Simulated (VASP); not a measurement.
## How biaxial strain in the (001) plane changes GaAs (F-43m)

Wanted: the response of GaAs to biaxial strain in the (001) plane, as a table, with a fit that predicts a row left out.

Calculated with VASP 6.6.1; LDA; plane waves and PAW (Ga_d, As), in the first sound run; inputs show where later runs differ.

## Step 1: The starting structure

It takes space group F-43m (No. 216, cubic). Conventional cell: a = 5.653 Å, b = 5.653 Å, c = 5.653 Å, α = 90.00°, β = 90.00°, γ = 90.00°. Ga has 4 As at 2.45 Å nearest. Nearest to As lie 4 Ga at 2.45 Å. Farther neighbours are not listed.

As a file:

```cif
data_structure
_symmetry_space_group_name_H-M 'P 1'
_symmetry_Int_Tables_number 1
_cell_length_a 3.9973
_cell_length_b 3.9973
_cell_length_c 3.9973
_cell_angle_alpha 60.000
_cell_angle_beta 60.000
_cell_angle_gamma 60.000
_cell_volume 45.16
loop_
_atom_site_label
_atom_site_type_symbol
_atom_site_fract_x
_atom_site_fract_y
_atom_site_fract_z
_atom_site_occupancy
Ga1 Ga 0.00000 0.00000 0.00000 1
As2 As 0.25000 0.25000 0.25000 1
```

## Step 2: Relax the crystal, LDA

The series starts from the cell that this level prefers, so that zero strain is near zero stress.

This step took 2 runs in a row; the last is shown.

Level: LDA; plane waves and PAW (Ga_d, As).

Contents of INCAR:

```
SYSTEM = GaAs
PREC = Accurate
ENCUT = 450
EDIFF = 1E-07
NELM = 120
ISMEAR = 0
SIGMA = 0.02
LREAL = .FALSE.
ALGO = Normal
GGA = CA
NBANDS = 15
LASPH = .TRUE.
LORBIT = 11
LWAVE = .FALSE.
LCHARG = .FALSE.
KPAR = 24
IBRION = 2
NSW = 40
ISIF = 3
EDIFFG = -0.005
POTIM = 0.4
```

Contents of POSCAR:

```
GaAs
1.0
    0.0000000000      2.8045101873      2.8045101873
    2.8045101873      0.0000000000      2.8045101873
    2.8045101873      2.8045101873      0.0000000000
Ga As
1 1
Direct
    0.0000000000      0.0000000000      0.0000000000
    0.2500000000      0.2500000000      0.2500000000
```

Contents of KPOINTS:

```
Automatic mesh
0
Gamma
9 9 9
0 0 0
```

Potentials, in the order of the species: Ga_d and As (LDA family, release 64).

Started as:

```
mpirun -np 24 vasp_std
```

What it wrote:

```text
[banner, memory and clock lines left out]
running   24 mpi-ranks, on    1 nodes
[...]
|                                                                             |
|           W    W    AA    RRRRR   N    N  II  N    N   GGGG   !!!           |
|           W    W   A  A   R    R  NN   N  II  NN   N  G    G  !!!           |
|           W    W  A    A  R    R  N N  N  II  N N  N  G       !!!           |
|           W WW W  AAAAAA  RRRRR   N  N N  II  N  N N  G  GGG   !            |
|           WW  WW  A    A  R   R   N   NN  II  N   NN  G    G                |
|           W    W  A    A  R    R  N    N  II  N    N   GGGG   !!!           |
|                                                                             |
|     For optimal performance we recommend to set                             |
|       NCORE = 2 up to number-of-cores-per-socket                            |
|     NCORE specifies how many cores store one orbital (NPAR=cpu/NCORE).      |
|     This setting can greatly improve the performance of VASP for DFT.       |
[...]
|     Unfortunately you need to use the default for GW and RPA                |
|     calculations (for HF NCORE is supported but not extensively tested      |
|     yet).                                                                   |
|                                                                             |

 LDA part: xc-table for (Slater(with rela. corr.)+CA(PZ))
 , standard interpolation
 POSCAR, INCAR and KPOINTS ok, starting setup
[...]
entering main loop
       N       E                     dE             d eps       ncg     rms          rms(c)
DAV:   1     0.761070789301E+02    0.76107E+02   -0.84383E+03  1082   0.154E+03
DAV:   2    -0.376930612911E+01   -0.79876E+02   -0.76840E+02  1190   0.295E+02
DAV:   3    -0.977836301870E+01   -0.60091E+01   -0.59869E+01  1260   0.662E+01
DAV:   4    -0.987247987591E+01   -0.94117E-01   -0.94097E-01  1279   0.920E+00
[...]
DAV:  11    -0.963942157995E+01   -0.48186E-05   -0.65579E-06  1218   0.396E-02    0.241E-03
DAV:  12    -0.963942147192E+01    0.10803E-06   -0.45001E-07  1295   0.954E-03    0.191E-03
DAV:  13    -0.963942147273E+01   -0.81900E-09   -0.67323E-08   875   0.215E-03
   1 F= -.96394215E+01 E0= -.96394215E+01  d E =-.963942E+01
[...]
reached required accuracy - stopping structural energy minimisation
```

Elapsed: 1.8 s, on 24 MPI ranks of Intel Xeon 6975P-C (Granite Rapids), shared host; peak memory 3.6 GiB; 32 s of CPU time.

Lines that name or quote the potential files are left out of all logs, and their timing lines are given in words.

Parts of OUTCAR (step 2):

```text
  Total       -0.0019191     -0.0019191     -0.0019191      0.0000000     -0.0000000      0.0000000
  in kB       -0.0696942     -0.0696942     -0.0696942      0.0000000     -0.0000000      0.0000000
  external PRESSURE =      -0.0696942 kB  Pullay stress =       0.0000000 kB

 POSITION                                       TOTAL-FORCE (eV/Angst)
 -----------------------------------------------------------------------------------
      0.00000      0.00000      0.00000        -0.000000     -0.000000     -0.000000
      1.40226      1.40226      1.40226         0.000000      0.000000      0.000000
 -----------------------------------------------------------------------------------
    total drift:                                0.000001      0.000001      0.000001

  FREE ENERGIE OF THE ION-ELECTRON SYSTEM (eV)
  ---------------------------------------------------
  free  energy   TOTEN  =        -9.6394214727 eV

  energy  without entropy=       -9.6394214727  energy(sigma->0) =       -9.63942147

 reached required accuracy - stopping structural energy minimisation

[... 3 further parts left out ...]
[key lines of the parts left out:]
E-fermi :   4.1426
```

This run gave:

```
energy(sigma→0) of the program : -9.6394 eV
stress, compression positive   : xx, yy, zz -0.01, -0.01, -0.01 GPa
volume                         : 44.117 Å³
ionic steps                    : 1
```

## Step 3: Strain along the normal, LDA

One member in full: the plane is strained by -2 %, and the strain along the normal is moved by secant steps until the normal stress is under 0.012 GPa or five steps are spent; the atoms relax at each step.

This step took 3 runs, each at a new trial strain with the atoms of the one before; the last is shown.

Level: LDA; plane waves and PAW (Ga_d, As); cell typed or built by script.

Changes to INCAR since step 2:

```diff
@@ -15,7 +15,7 @@
 LCHARG = .FALSE.
-KPAR = 24
-IBRION = 2
-NSW = 40
-ISIF = 3
-EDIFFG = -0.005
-POTIM = 0.4
+KPAR = 6
+IBRION = 1
+NSW = 25
+ISIF = 2
+EDIFFG = -0.004
+POTIM = 0.3
```

Contents of POSCAR:

```
GaAs
1.0
    0.0000000000      2.7484199840      2.8548439060
    2.7484199840      0.0000000000      2.8548439060
    2.7484199840      2.7484199840      0.0000000000
Ga As
1 1
Direct
    0.0000000000      0.0000000000      0.0000000000
    0.2500000000      0.2500000000      0.2500000000
```

KPOINTS is that of step 2.

Started as:

```
mpirun -np 6 vasp_std
```

What it wrote:

```text
[banner, memory and clock lines left out]
running    6 mpi-ranks, on    1 nodes
[...]
[... a notice as in an earlier step ...]

 LDA part: xc-table for (Slater(with rela. corr.)+CA(PZ))
 , standard interpolation
 POSCAR, INCAR and KPOINTS ok, starting setup
[...]
entering main loop
       N       E                     dE             d eps       ncg     rms          rms(c)
DAV:   1     0.777809413795E+02    0.77781E+02   -0.84423E+03  2298   0.154E+03
DAV:   2    -0.388914680610E+01   -0.81670E+02   -0.78262E+02  2523   0.300E+02
DAV:   3    -0.978227921850E+01   -0.58931E+01   -0.58659E+01  2810   0.666E+01
DAV:   4    -0.986668335100E+01   -0.84404E-01   -0.84393E-01  2761   0.889E+00
[...]
DAV:  11    -0.962489072859E+01   -0.46451E-05   -0.67090E-06  2663   0.400E-02    0.264E-03
DAV:  12    -0.962489061136E+01    0.11722E-06   -0.47126E-07  2768   0.994E-03    0.205E-03
DAV:  13    -0.962489061144E+01   -0.72305E-10   -0.67288E-08  1923   0.221E-03
   1 F= -.96248906E+01 E0= -.96248906E+01  d E =-.962489E+01
 BRION: g(F)=  0.123E-45 g(S)=  0.000E+00
 reached required accuracy - stopping structural energy minimisation
```

Elapsed: 4.4 s, on 6 MPI ranks; peak memory 0.94 GiB; 21 s of CPU time.

OUTCAR, selected parts (step 3):

```text
  Total        0.7041365      0.7041365     -0.0000418      0.0000000      0.0000000      0.0000000
  in kB       26.1570565     26.1570565     -0.0015514      0.0000000      0.0000000      0.0000000
  external PRESSURE =      17.4375205 kB  Pullay stress =       0.0000000 kB

 POSITION                                       TOTAL-FORCE (eV/Angst)
 -----------------------------------------------------------------------------------
      0.00000      0.00000      0.00000         0.000000      0.000000      0.000000
      1.37421      1.37421      1.42742        -0.000000     -0.000000     -0.000000
 -----------------------------------------------------------------------------------
    total drift:                                0.000001      0.000001      0.000002

  FREE ENERGIE OF THE ION-ELECTRON SYSTEM (eV)
  ---------------------------------------------------
  free  energy   TOTEN  =        -9.6248906114 eV

  energy  without entropy=       -9.6248906114  energy(sigma->0) =       -9.62489061

[... 1 part as in an earlier step ...]

[... 3 further parts left out ...]
[key lines of the parts left out:]
E-fermi :   4.4877
```

This run gave:

- energy(sigma→0) of the program: -9.6249 eV
- stress, compression positive: xx, yy, zz 2.62, 2.62, 0.00 GPa
- ionic steps: 1

## Step 4: Band edges, HSE06 with spin-orbit coupling

Short lines in KPOINTS_OPT sample the zone centre along and across the normal of the plane, for masses, and the other valleys.

Level: HSE06, spin-orbit coupling; plane waves and PAW (Ga_d, As); cell typed or built by script.

Contents of INCAR:

```
SYSTEM = GaAs
PREC = Accurate
ENCUT = 450
EDIFF = 1E-06
NELM = 100
ISMEAR = 0
SIGMA = 0.02
LREAL = .FALSE.
ALGO = Normal
LHFCALC = .TRUE.
AEXX = 0.25
GGA = PE
HFSCREEN = 0.2
LASPH = .TRUE.
LNONCOLLINEAR = .TRUE.
MAGMOM = 0 0 0 0 0 0
NBANDS = 28
GGA_COMPAT = .FALSE.
LSORBIT = .TRUE.
PRECFOCK = Fast
LWAVE = .FALSE.
LCHARG = .FALSE.
KPAR = 6
```

POSCAR is that of step 3.

Contents of KPOINTS:

```
Automatic mesh
0
Gamma
5 5 5
0 0 0
```

Contents of KPOINTS_OPT:

```
Line mode
6
Line-mode
Reciprocal
  0.00000000   0.00000000   0.00000000
  0.02271813   0.02271813   0.00000000

  0.00000000   0.00000000   0.00000000
  0.00000000  -0.02187123  -0.02187123

  0.31000000   0.31000000   0.00000000
  0.50000000   0.50000000   0.00000000

  0.00000000   0.31000000   0.31000000
  0.00000000   0.50000000   0.50000000

  0.45000000   0.45000000   0.45000000
  0.50000000   0.50000000   0.50000000

  0.45000000   0.00000000   0.00000000
  0.50000000   0.00000000   0.00000000

  0.42500000   0.42500000   0.00000000
  0.42500000   0.44687123   0.02187123

  0.50000000   0.50000000   0.50000000
  0.48453470   0.51546530   0.50000000
```

Started as:

```
mpirun -np 6 vasp_ncl
```

What it wrote:

```text
[banner, memory and clock lines left out]
running    6 mpi-ranks, on    1 nodes
[...]
[... a notice as in an earlier step ...]

|                                                                             |
|               ----> ADVICE to this user running VASP <----                  |
|                                                                             |
|     You enforced a specific xc type in the INCAR file but a different       |
|     [... a line on the potential file left out ...]
|     I HOPE YOU KNOW WHAT YOU ARE DOING!                                     |
|                                                                             |

 LDA part: xc-table for (Slater+PW92), standard interpolation
 found WAVECAR, reading the header
 POSCAR, INCAR and KPOINTS ok, starting setup
[...]
reading WAVECAR
 the WAVECAR file was read successfully
 initial charge from wavefunction
 entering main loop
       N       E                     dE             d eps       ncg     rms          rms(c)
DAV:   1    -0.983341006913E+01   -0.98334E+01   -0.12656E+00  2008   0.232E+01    0.222E+00
DAV:   2    -0.983049816703E+01    0.29119E-02   -0.12756E-01  1668   0.499E+00    0.179E+00
DAV:   3    -0.982702603237E+01    0.34721E-02   -0.11917E-02  1928   0.179E+00    0.113E+00
DAV:   4    -0.982621265748E+01    0.81337E-03   -0.22490E-03  1768   0.574E-01    0.666E-01
[...]
DAV:   8    -0.982586994185E+01    0.79291E-05   -0.33163E-06  1428   0.154E-02    0.686E-02
DAV:   9    -0.982586768395E+01    0.22579E-05   -0.13917E-06  1240   0.963E-03    0.371E-02
DAV:  10    -0.982586704121E+01    0.64274E-06   -0.47761E-07  1040   0.595E-03
   1 F= -.98258670E+01 E0= -.98258670E+01  d E =-.300511E-14  mag=     0.0000     0.0000    -0.0000
 Start KPOINTS_OPT (optional k-point list driver)
k-point batch [1-24\48]
       N       E                     dE             ncg
DAV:   1     0.257816094583E+03   -0.57915E+04     1476
DAV:   2    -0.289693714319E+04   -0.31548E+04     1408
DAV:   3    -0.333312746376E+04   -0.43619E+03     1644
DAV:   4    -0.335779549973E+04   -0.24668E+02     1616
DAV:   5    -0.335831126188E+04   -0.51576E+00     1588
DAV:   6    -0.335832825144E+04   -0.16990E-01     1924
DAV:   7    -0.335832867569E+04   -0.42425E-03     1672
DAV:   8    -0.335832868225E+04   -0.65615E-05     1364
DAV:   9    -0.335832868243E+04   -0.18377E-06     1084
k-point batch [25-48\48]
       N       E                     dE             ncg
DAV:   1     0.813715941840E+02   -0.11802E+05     1452
DAV:   2    -0.309737271428E+04   -0.31787E+04     1396
DAV:   3    -0.351266974022E+04   -0.41530E+03     1548
DAV:   4    -0.352965805756E+04   -0.16988E+02     1604
DAV:   5    -0.353000150961E+04   -0.34345E+00     1632
DAV:   6    -0.353001412974E+04   -0.12620E-01     1992
DAV:   7    -0.353001435704E+04   -0.22729E-03     1648
DAV:   8    -0.353001436096E+04   -0.39274E-05     1344
DAV:   9    -0.353001436114E+04   -0.17568E-06     1052
```

Run time: 13 min. Hardware: 6 MPI ranks; peak memory 2.5 GiB.

OUTCAR, selected parts (step 4):

```text
  LATTYP: Found a body centered tetragonal cell.
 ALAT       =     3.8868528165
 C/A-ratio  =     1.4689745359

 Subroutine GETGRP returns: Found  8 space group operations
 (whereof  8 operations were pure point group operations)

The static configuration has the point symmetry D_2d.

 Found     24 irreducible k-points:

   k-points           NKPTS =     24   k-points in BZ     NKDIM =    125   number of bands    NBANDS=     28

   dimension x,y,z NGX =    28 NGY =   28 NGZ =   28
   dimension x,y,z NGXF=    56 NGYF=   56 NGZF=   56

   ENCUT  =  450.0 eV  33.07 Ry    5.75 a.u.   6.85  6.85  6.72*2*pi/ulx,y,z

   NELECT =      18.0000    total number of electrons

  exchange ACFDT corr.  =         0.00000000  see jH, gK, PRB 81, 115126

 E-fermi :   4.4123

 k-point     1 :       0.0000    0.0000    0.0000
  band No.  band energies     occupation
    ...
     14       3.8159      1.00000
     15       4.1881      1.00000
     16       4.1881      1.00000
     17       4.3141      1.00000
     18       4.3141      1.00000
     19       5.9302      0.00000
     20       5.9302      0.00000
     21       8.5667      0.00000
     22       8.5667      0.00000
     23       8.7353      0.00000
    ...

 k-point     2 :       0.2000   -0.0000    0.0000
  band No.  band energies     occupation
    ...
     14       0.5998      1.00000
     15       3.3717      1.00000
     16       3.3775      1.00000
     17       3.7115      1.00000
     18       3.7154      1.00000
     19       6.7238      0.00000
     20       6.7257      0.00000
     21       9.3936      0.00000
     22       9.3945      0.00000
     23       9.5294      0.00000
    ...

 POSITION                                       TOTAL-FORCE (eV/Angst)
 -----------------------------------------------------------------------------------
      0.00000      0.00000      0.00000         0.000000      0.000000      0.000000
      1.37421      1.37421      1.42742        -0.000000     -0.000000     -0.000000
 -----------------------------------------------------------------------------------
    total drift:                                0.000000      0.000001      0.000002

  FREE ENERGIE OF THE ION-ELECTRON SYSTEM (eV)
  ---------------------------------------------------
  free  energy   TOTEN  =        -9.8258670412 eV

  energy  without entropy=       -9.8258670412  energy(sigma->0) =       -9.82586704

 Spin-Orbit-Coupling matrix elements
 Ion:    1  E_soc:     -0.0111079
 Ion:    2  E_soc:     -0.0232726

[... 1 part as in an earlier step ...]

[... 7 further parts left out ...]
```

Read from the output:

```
energy(sigma→0) of the program : -9.8259 eV
```

(Part 1 of 2 ends here.)

[Lines on the potential files, build, host, timing and source positions are cut from VASP's logs without a mark.]

[Logs are printed without paths, hosts, clocks, repeated set-up lines and the standing remarks that a program may print on its own settings, such as how far it seeks lower states.]

[Hosts, paths, dates, database ids (printed as entryN), source tags and the programs' standing remarks are cut or masked in the printed files.]

[In band tables of VASP the shares of atoms and orbitals are scaled to a sum of 1 inside the atoms' spheres.]
